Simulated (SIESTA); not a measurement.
Runs of SIESTA 5.4.2 on Tl. Symmetry: Im-3m, No. 229, cubic system. Conventional cell: a = 3.912 Å, b = 3.912 Å, c = 3.912 Å, α = 90.00°, β = 90.00°, γ = 90.00°. Tl (site symmetry m-3m) is surrounded by 8 Tl at 3.39 Å. This isn't the form of Tl at room conditions, which is hcp.

| potentials or basis | gap on the mesh (eV) | pressure (GPa) | relaxed volume (Å³/atom) |
| --- | --- | --- | --- |
| PseudoDojo 0.4 standard (PBE files), DZP (energy shift 0.003 Ry; two zetas on semicore shells) | none | 0.0 | (b) |
| PseudoDojo 0.4 standard (PBE files), SZP (energy shift 0.003 Ry; radii capped at 9.5 bohr) | none | 0.0 | 32.26 |
| PseudoDojo 0.4 standard (PBE files), DZDP (energy shift 0.003 Ry; two zetas on semicore shells) | none | 0.0 | 31.44 |
| PseudoDojo 0.4 standard (PBE files), TZDP (energy shift 0.003 Ry; two zetas on semicore shells) | none | -0.1 | 31.46 |
| PseudoDojo 0.4 standard (PBE files), DZ (energy shift 0.003 Ry; two zetas on semicore shells) | none | 0.0 | 30.47 |
| PseudoDojo 0.4 standard (PBE files), SZ (energy shift 0.003 Ry; radii capped at 9.5 bohr) | none | 0.0 | (a) |
| PseudoDojo 0.4 standard (PBE files), TZP (energy shift 0.003 Ry; two zetas on semicore shells) | none | 0.0 | 31.70 |

Alike in all rows: task relaxation of cell and atoms; level PBE; no spin polarisation; cell relaxed; k mesh 7 × 7 × 7; smearing fermi-dirac 0.05 eV; grid cutoff 500 Ry; energy shift 0.003 Ry.

Task: Fill in the values left out.

Result: (a) 32.47; (b) 32.09.

Caveats: the basis of atomic orbitals isn't converged, which shifts pressures, moduli and gaps; the basis has no polarisation orbitals (some runs).

A k mesh can miss the band edges, and the runs leave out spin-orbit coupling on Tl.

A gap of «none» marks a metal or a gap under the smearing width.
